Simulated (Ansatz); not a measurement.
# Where the states of BaS lie

```xyz
2
Lattice="0.0000 3.1938 3.1938 3.1938 0.0000 3.1938 3.1938 3.1938 0.0000" Properties=species:S:1:pos:R:3 pbc="T T T"
Ba    0.0000    0.0000    0.0000
S     3.1938    3.1938    3.1938
```

The cell is COD entry 9008600, as deposited and not checked against the literature; nothing was relaxed.

Spin–orbit coupling is left out, though it moves levels of the heavy atoms by tenths of an eV or more.

Theory: DFT, PBE, all-electron LAPW, scalar-relativistic in Ansatz 0.2.0.

Sampling and basis: a Γ-centred 7×7×7 k mesh, Fermi–Dirac smearing of 0.01 eV, basis error target 0.25 meV/atom, no spin polarisation.

Which of the resolved shells contributes most in the top eV of the valence band?

S 3p, with 92 % of all states there; Ba 5p follows with 2 %.

Tabulate the density of states.

States per eV and cell, averaged over 0.6 eV, from -12.5 to 3.5 eV, with energies (bin centres) from the valence-band top; empty bins are left out. The partial columns, the largest 4 alone, are projections on Löwdin-orthogonalised atomic shells (those that the program's projection atoms carry: the occupied ones and, for some elements, an empty d or f shell; other empty shells have no column), summed over atoms of an element. Weights on diffuse s and p shells depend on that basis and aren't pure angular character.
```
E (eV)  total  Ba 5p  S 3p  S 3s  Ba 6s
 -12.3   0.38   0.26  0.00  0.10   0.01
 -11.7   2.94   2.14  0.04  0.62   0.12
 -11.1   6.69   6.51  0.13  0.04   0.01
  -9.9   1.23   0.28  0.01  0.88   0.06
  -9.3   2.10   0.59  0.01  1.44   0.05
  -1.5   1.96   0.02  1.55  0.01   0.30
  -0.9   4.25   0.07  3.83  0.01   0.12
  -0.3   3.79   0.11  3.50  0.00   0.01
   2.1   0.01   0.00  0.00  0.00   0.00
   2.7   0.37   0.00  0.01  0.00   0.00
   3.3   0.78   0.00  0.02  0.00   0.00
```
